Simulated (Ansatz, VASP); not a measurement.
# BAs in VASP and in Ansatz

```
B As
1.0
     0.00000    2.30529    2.30529
     2.30529    0.00000    2.30529
     2.30529    2.30529    0.00000
B As
1 1
Cartesian
  0.0000 0.0000 0.0000
  2.3053 2.3053 2.3053
```

Alike in both runs: task single point; functional PBE; k mesh 6 × 6 × 6; occupations fermi-dirac, width 0.02 eV; no spin polarisation.

```csv
,VASP,Ansatz
version,VASP 6.6.1,Ansatz 0.2.0
potentials or method,"VASP PAW PBE potentials, release 64 (B, As)",plane waves
plane-wave cutoff (eV),520,420
valence electrons in the cell,8,18
```

VASP gave:

- pressure (GPa): 0.7

Which values does Ansatz return?

Pressure (GPa): 0.4.

The two sets of potentials don't hold the same shells in valence.

Caveats: the k mesh is coarse (spacing up to 0.39 Å⁻¹), so the values aren't converged.
